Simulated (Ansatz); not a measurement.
All numbers below come from DFT PBE, scalar-relativistic, plane waves, PAW in Ansatz. All cells share a 420 eV cutoff and Γ-centred k meshes spaced at most about 0.3 Å⁻¹ (about 0.25 or finer for metals, 2π included). No spin polarisation.

All energies are static (0 K, no zero-point motion).

Two forms of TiH4 were relaxed alike.

1.

```yaml
crystal:
  lattice:
    - [2.92077, 0.00000, 0.00000]
    - [-1.46038, 2.52946, 0.00000]
    - [0.00000, 0.00000, 4.17168]
  atoms:
    - { symbol: Ti, position: [0.00000, 0.00000, 0.00000] }
    - { symbol: H, position: [0.33333, 0.66667, 0.24448] }
    - { symbol: H, position: [0.33333, 0.66667, 0.75552] }
    - { symbol: H, position: [0.66667, 0.33333, 0.24448] }
    - { symbol: H, position: [0.66667, 0.33333, 0.75552] }
```

2.

```yaml
crystal:
  lattice:
    - [-2.13213, 2.13213, 2.13213]
    - [2.13213, -2.13213, 2.13213]
    - [2.13213, 2.13213, -2.13213]
  atoms:
    - { symbol: Ti, position: [0.00000, 0.00000, 0.00000] }
    - { symbol: H, position: [0.50000, 0.50000, 0.50000] }
    - { symbol: H, position: [0.00000, 0.00000, 0.50000] }
    - { symbol: H, position: [0.00000, 0.50000, 0.00000] }
    - { symbol: H, position: [0.50000, 0.00000, 0.00000] }
```

Question: Which form is favoured at zero pressure, and by what margin per atom?

Answer: Cell 1 is lower, by 194 meV/atom. Cell 1 has space group P6/mmm (No. 191), 6.2 Å³/atom and no gap on its mesh; cell 2 has space group Im-3m (No. 229), 7.8 Å³/atom and no gap. Counting H atoms around Ti (those within 1.25 times the shortest such distance or 1.15 times the sum of covalent radii), cell 1 has Ti 12 and cell 2 has Ti 8. Both come from invented guesses. Shaken at random and relaxed again, cell 1 came back. The lowest form computed isn't among them: it has space group C2/m (No. 12), 6.0 Å³/atom and lies 108 meV/atom below the best shown.

With hydrogen, zero-point motion can shift such differences by 10 meV/atom or more. Cells without such a test can be saddle points. Some types were kept out of the candidates beforehand, so the set may lack a known form.
